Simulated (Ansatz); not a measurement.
# The polar optical mode of MgO at 25 GPa, worked through

Method: DFT PBE, scalar-relativistic, plane waves, PAW in Ansatz 0.2.0. Cutoff 420 eV, 10×10×10 k-points (Γ-centred), fixed occupations. No spin polarisation. Phonons by linear response, acoustic sum rule imposed.

The cell, relaxed at 25 GPa:
```cif
data_structure
_symmetry_space_group_name_H-M 'P 1'
_symmetry_Int_Tables_number 1
_cell_length_a 2.8816
_cell_length_b 2.8816
_cell_length_c 2.8816
_cell_angle_alpha 60.000
_cell_angle_beta 60.000
_cell_angle_gamma 60.000
_cell_volume 16.92
loop_
_atom_site_label
_atom_site_type_symbol
_atom_site_fract_x
_atom_site_fract_y
_atom_site_fract_z
_atom_site_occupancy
Mg1 Mg 0.00000 0.00000 0.00000 1
O1 O 0.50000 0.50000 0.50000 1
```

Linear response gives ν_TO = 486.4 cm⁻¹, Born charges ±1.944 e (positive on Mg) and ε∞ = 3.103. The primitive cell holds 16.919 Å³, and the masses are 24.305 and 15.999 amu.

Question: Find ν_LO and the static dielectric constant.

Answer: The long-wave field adds a restoring force: ω_LO² − ω_TO² = Z*²e²/(ε_vac ε∞ μV). In these units ν_LO² − ν_TO² = 4.92064×10⁷ Z*²/(μ V ε∞) cm⁻², with μ = m₁m₂/(m₁ + m₂) = 9.648 amu: 367204 cm⁻². So ν_LO = √(486.4² + 367204) = 777.0 cm⁻¹, and the run gives 777.0. Lyddane–Sachs–Teller then gives ε0 = ε∞ (ν_LO/ν_TO)² = 7.92, against 7.92 in the run (it forms both from the same three quantities, so the match checks the arithmetic only). Between ν_TO and ν_LO the dielectric function is negative and an undamped crystal reflects fully: a reststrahlen band from 12.9 to 20.6 μm.

Question: What do the Clausius–Mossotti polarisability and the Szigeti charge come to?

Answer: With the Lorentz local field, α = (3V/4π)(ε∞ − 1)/(ε∞ + 2) = 1.66 Å³ for the pair, and e_S = 3Z*/(ε∞ + 2) = 1.14 e. The Born charge includes the electrons' response to the dipole's own local field, and e_S takes that enhancement out. The Lorentz field assumes point-like polarisable ions, a fair picture at this small ε∞.

Question: How strongly does a slow electron couple to the LO mode?

Answer: For one isotropic parabolic band, Fröhlich's constant is α_F = (1/ε∞ − 1/ε0) √(m* Ry/ħω_LO), with Ry = 13.606 eV, ħω_LO = 96.3 meV and m* in free-electron masses: α_F = 0.1960 × 11.88 × √m* = 2.33 √m*. The band mass isn't part of this run; for m* = 0.1, 0.3 and 1 it gives 0.74, 1.28, 2.33. In weak coupling the polaron lies α_F ħω_LO below the band edge (123 meV at m* = 0.3) with a mass m*(1 + α_F/6); past α_F of about 5 or 6 that expansion fails. A semilocal functional's ε∞ tends to be too large, which taken alone lowers α_F.

Cost: 1 run of about 0.28 core-minutes, on AMD EPYC 7R43 (Zen 3) (shared hosts).

The Born charge of 1.944 e lies close to the formal divalent value, as expected for a strongly ionic oxide in which little charge flows between Mg and O as the sublattices move. The wide gap between filled O 2p and empty cation-derived states keeps electronic screening weak. With light ions in a small cell, this leaves a large long-range field and hence the wide LO–TO splitting. Lattice displacement therefore supplies more than half of the static dielectric constant. The Szigeti charge of 1.14 e doesn't mean that the ions are only about singly charged. Its reduction probably reflects overlap-induced distortion of the soft oxide shell, which a model of point-like ions leaves out.

The Fröhlich estimate suits an electron in the dispersive, s-like conduction band, where a light mass would suggest a large polaron with moderate coupling. It doesn't carry over to holes, whose O 2p bands are heavier and degenerate and may favour localisation. A single volume also can't show how much compression has changed the splitting or the screening.
